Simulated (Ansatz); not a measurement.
Structure: KI built on the rocksalt prototype, at its r2SCAN minimum. Space group Fm-3m (No. 225), cubic; conventional cell a = 7.089 Å, 44.52 Å³ an atom. Around K lie 6 I at 3.54 Å; around I lie 6 K at 3.54 Å.

```cif
data_structure
_symmetry_space_group_name_H-M 'P 1'
_symmetry_Int_Tables_number 1
_cell_length_a 5.0124
_cell_length_b 5.0124
_cell_length_c 5.0124
_cell_angle_alpha 60.000
_cell_angle_beta 60.000
_cell_angle_gamma 60.000
_cell_volume 89.05
loop_
_atom_site_label
_atom_site_type_symbol
_atom_site_fract_x
_atom_site_fract_y
_atom_site_fract_z
_atom_site_occupancy
K1 K 0.00000 0.00000 0.00000 1
I1 I 0.50000 0.50000 0.50000 1
```

3 runs of the PAW code Ansatz on this cell differ in the functional (and in the settings that go with it). Levels are in eV from each run's valence top; v1 is the last filled band, c1 the first empty one.

Run A, mean stress +0.3 GPa (compression positive):
```tsv
point	v4	v3	v2	v1	c1	c2
Γ	-11.36	0.00	0.00	0.00	4.94	7.64
X	-11.20	-1.05	-0.39	-0.39	5.94	6.81
U	-11.14	-0.90	-0.78	-0.40	6.64	7.71
L	-11.06	-1.37	-0.34	-0.34	6.48	8.87
```

Run B, mean stress 0.0 GPa (compression positive):
```tsv
point	v4	v3	v2	v1	c1	c2
Γ	-10.79	0.00	0.00	0.00	4.59	7.07
X	-10.64	-1.00	-0.37	-0.37	5.40	6.48
U	-10.59	-0.86	-0.74	-0.38	6.11	7.34
L	-10.51	-1.30	-0.33	-0.33	6.02	8.31
```

Run C, mean stress +0.5 GPa (compression positive):
```tsv
point	v4	v3	v2	v1	c1	c2
Γ	-10.49	0.00	0.00	0.00	3.94	6.51
X	-10.35	-0.98	-0.36	-0.36	4.96	5.75
U	-10.30	-0.84	-0.74	-0.37	5.62	6.61
L	-10.22	-1.30	-0.33	-0.33	5.52	7.68
```

Problem. Match the runs to PBE, r2SCAN, HSE06.

Solution. A is HSE06, B is r2SCAN, C is PBE. In order of the gap: PBE 3.94, r2SCAN 4.59, HSE06 4.94 eV.

No spin polarisation and no zero-point or thermal motion.

No spin-orbit coupling is included; it can move band edges with weight on the heavy atoms by tenths of an eV.

The stress of a hybrid is loosely converged in these runs.

The meshes of the hybrids are coarse, so their gaps aren't converged to the digits shown.
